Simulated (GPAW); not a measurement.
Runs of GPAW 26.7.0 on ZnS (Wurtzite-2H). The structure is hexagonal, space group P6_3mc (No. 186). Conventional cell: a = 3.811 Å, b = 3.811 Å, c = 6.234 Å, α = 90.00°, β = 90.00°, γ = 120.00°. Zn (site symmetry 3m) is surrounded by 4 S at 2.31 to 2.40 Å. S (site symmetry 3m) is surrounded by 4 Zn at 2.31 to 2.40 Å. 

```csv
task,level,potentials or basis,cell,k mesh,smearing,maxiter,optimizer,fmax,max steps,band path,other keys,gap on the mesh (eV),pressure (GPa),V0 of scaled cells (Å³/atom),B0 (GPa),largest force (eV/Å)
relaxation of cell and atoms,PBEsol+D4,"PAW data sets generated in the run's folder for this functional, pw",relaxed,6 × 6 × 3,fermi-dirac 0.05 eV,150,BFGS,0.02 eV/Å,40,-,-,2.23,0.0,-,-,0.01
electron localisation function,r2SCAN,"GPAW PAW data sets (gpaw-data 1.2.1), pw",as given,8 × 8 × 5,fermi-dirac 0.05 eV,150,-,-,-,-,-,2.82,-0.4,-,-,0.31
band structure,vdW-DF2,"GPAW PAW data sets (gpaw-data 1.2.1), pw",as given,6 × 6 × 3,fermi-dirac 0.05 eV,150,-,-,-,"GMKGALHA,LM,KH",-,(a),-,-,-,0.36
single point,TB-mBJ,"GPAW PAW data sets for LDA (gpaw-data 1.2.1), pw",as given,6 × 6 × 3,fermi-dirac 0.05 eV,150,-,-,-,-,-,3.81,-,-,-,-
phonons,LDA,"the program's PAW data sets (release 1.2.1) made for this functional, pw",atoms relaxed,7 × 7 × 4,fermi-dirac 0.15 eV,50,-,-,-,-,"several, not listed",(c),-4.4,-,-,-
Wannier functions,r2SCAN,"GPAW PAW data sets (gpaw-data 1.2.1), pw",as given,8 × 8 × 5,fermi-dirac 0.05 eV,150,-,-,-,-,-,2.82,-0.4,-,-,0.31
equation of state,C09-vdW,"GPAW PAW data sets (gpaw-data 1.2.1), pw",as given,6 × 6 × 3,fermi-dirac 0.05 eV,150,-,-,-,-,-,-,-,(b),74,-
equation of state,vdW-DF-cx,"GPAW PAW data sets (gpaw-data 1.2.1), pw",as given,6 × 6 × 3,fermi-dirac 0.05 eV,150,-,-,-,-,-,-,-,19.93,72,-
```

Alike in all rows: no spin polarisation; cutoff (eV) 600.

Task: Estimate the missing entries.

Result: (a) 2.22; (b) 19.75; (c) 1.96.

Caveats: the PAW data sets were made with another functional, which shifts forces and pressure a little (some runs); the cell was scaled at fixed shape and fractional positions, which overstates the stiffness of a crystal with free parameters, most of all of layers and chains (some runs); later steps reuse the first step's grids (some runs); a model potential gives levels but no total energy (some runs); the cell is more than 3 GPa from zero pressure, which shifts response properties (some runs); the LO-TO splitting is left out (some runs).

Runs at the PBE level aren't shown here.
